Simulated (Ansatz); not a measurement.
The calculation used DFT PBE, scalar-relativistic, plane waves, PAW (Ansatz). Settings: cutoff 420 eV, Γ-centred meshes spaced at most about 0.3 Å⁻¹, and about 0.25 Å⁻¹ or finer for metals (2π included), Gaussian smearing. No spin polarisation.

Each guess is relaxed in cell and atoms at zero pressure, on a coarse mesh first where it starts far from rest and then on a converged one. The steps can't lower the symmetry of the start, but it can rise. Energies are static (0 K, no zero-point motion).

Two unrelaxed guesses for Si5S:

A.

```cif
data_structure
_symmetry_space_group_name_H-M 'P6/mmm'
_symmetry_Int_Tables_number 191
_cell_length_a 5.1499
_cell_length_b 5.1499
_cell_length_c 4.7211
_cell_angle_alpha 90.000
_cell_angle_beta 90.000
_cell_angle_gamma 120.000
_cell_volume 108.43
loop_
_atom_site_label
_atom_site_type_symbol
_atom_site_symmetry_multiplicity
_atom_site_Wyckoff_symbol
_atom_site_fract_x
_atom_site_fract_y
_atom_site_fract_z
_atom_site_occupancy
Si1 Si 2 d 0.33333 0.66667 0.50000 1
Si2 Si 2 c 0.33333 0.66667 0.00000 1
Si3 Si 1 a 0.00000 0.00000 0.00000 1
S1 S 1 b 0.00000 0.00000 0.50000 1
```

B.

```cif
data_structure
_symmetry_space_group_name_H-M 'P-62m'
_symmetry_Int_Tables_number 189
_cell_length_a 5.2759
_cell_length_b 5.2759
_cell_length_c 4.7665
_cell_angle_alpha 90.000
_cell_angle_beta 90.000
_cell_angle_gamma 120.000
_cell_volume 114.90
loop_
_atom_site_label
_atom_site_type_symbol
_atom_site_symmetry_multiplicity
_atom_site_Wyckoff_symbol
_atom_site_fract_x
_atom_site_fract_y
_atom_site_fract_z
_atom_site_occupancy
Si1 Si 3 f 0.66053 0.00000 0.00000 1
Si2 Si 2 d 0.33333 0.66667 0.50000 1
S1 S 1 b 0.00000 0.00000 0.50000 1
```

**Question.** Where do they end, and which end is lower?

**Answer.** A ends lower, by 220 meV/atom. A: P6/mmm at 18.1 Å³/atom → P6/mmm at 15.3 Å³/atom; B: P-62m at 19.2 Å³/atom → P-62m at 15.0 Å³/atom. Counting Si atoms around S (those within 1.25 times the shortest such distance or 1.15 times the sum of covalent radii; a plus sign parts nearer from farther groups; the shortest distance is added where it is long for a bond), the end of A has S 2+6 and the end of B has S 12 from 2.8 Å. The end of A holds Si–Si chains (shortest 2.45 Å); in the end of B the shortest Si–Si distance is 2.66 Å, near bonding range too. End of A. Conventional cell: a = 4.654 Å, c = 4.905 Å. Around Si on a site of symmetry -6m2 lie 2 Si at 2.45 Å, 3 Si at 2.69 Å and 3 S at 2.69 Å; around Si on a second site of symmetry -6m2 lie 2 Si at 2.45 Å and 6 Si at 2.69 Å; around S lie 2 Si at 2.45 Å and 6 Si at 2.69 Å; 1 more site not described. End of B. Conventional cell: a = 4.764 Å, c = 4.574 Å. Si on a site of symmetry m2m has 8 Si at 2.66–2.76 Å, 2 S at 2.84 Å and 2 Si at 2.93 Å; Si on a site of symmetry -6 has 9 Si at 2.75–2.76 Å and 3 S at 2.75 Å; S has 12 Si at 2.75–2.84 Å.

Cells without such a test can be saddle points. Shaken at random and relaxed again, the end of B falls into a cell with space group Pmma (No. 51), 0.30 eV/atom lower and the lowest form computed, so it is a saddle point or a shallow minimum. Even the lowest of the cells shown lies +0.32 eV/atom against the elements. Some types were kept out of the candidates beforehand, so the set may lack a known form.
